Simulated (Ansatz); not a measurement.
Stackings of close-packed layers of MgS (tetrahedral net, letters for double layers), each relaxed to a stress under 0.05 GPa; h and k mark layers whose two neighbours have the same or different letters; energies count from the stacking AB (P6_3mc).

These are results of DFT PBE, scalar-relativistic, plane waves, PAW in Ansatz 0.2.0, not measurements.

Cutoff 420 eV; k points 9×9×1 on the computed 16-atom cell (Γ-centred); Gaussian smearing, width 0.02 eV; no spin polarisation.

Start (ABCABCAB (hkkkkkkh)):

```xyz
16
Lattice="4.0544 0.0000 0.0000 -2.0272 3.5113 0.0000 0.0000 0.0000 25.9657" Properties=species:S:1:pos:R:3 pbc="T T T"
Mg    0.0000    0.0000    0.0000
S     0.0000    0.0000    2.4343
Mg    0.0000    2.3408    3.2457
S     0.0000    2.3408    5.6800
Mg    2.0272    1.1704    6.4914
S     2.0272    1.1704    8.9257
Mg    0.0000    0.0000    9.7371
S     0.0000    0.0000   12.1714
Mg    0.0000    2.3408   12.9829
S     0.0000    2.3408   15.4171
Mg    2.0272    1.1704   16.2286
S     2.0272    1.1704   18.6629
Mg    0.0000    0.0000   19.4743
S     0.0000    0.0000   21.9086
Mg    0.0000    2.3408   22.7200
S     0.0000    2.3408   25.1543
```

Give the relaxed structure and its energy.

The free energy falls by 2 meV/atom.

* excess energy (meV/atom): 6.8
* spacing of like layers (Å): 3.281
* a (Å): 4.034
* gap on the mesh (eV): 3.37

Relaxed structure:
```xyz
16
Lattice="4.0337 0.0000 0.0000 -2.0168 3.4933 0.0000 0.0000 0.0000 26.2514" Properties=species:S:1:pos:R:3 pbc="T T T"
Mg    0.0000    0.0000   -0.0036
S     0.0000    0.0000    2.4595
Mg    0.0000    2.3288    3.2625
S     0.0000    2.3288    5.7328
Mg    2.0168    1.1644    6.5497
S     2.0168    1.1644    9.0197
Mg    0.0000    0.0000    9.8362
S     0.0000    0.0000   12.3059
Mg    0.0000    2.3288   13.1223
S     0.0000    2.3288   15.5919
Mg    2.0168    1.1644   16.4083
S     2.0168    1.1644   18.8781
Mg    0.0000    0.0000   19.6945
S     0.0000    0.0000   22.1644
Mg    0.0000    2.3288   22.9816
S     0.0000    2.3288   25.4445
```

An odd mesh misses points on the zone edge, so a gap read on it can be too wide.

It took 5.3 min on 1 thread of Arm Neoverse N1, with other jobs on the host, peak memory 0.71 GiB.

The reference crystal is the wurtzite form of MgS, which isn't its usual structure.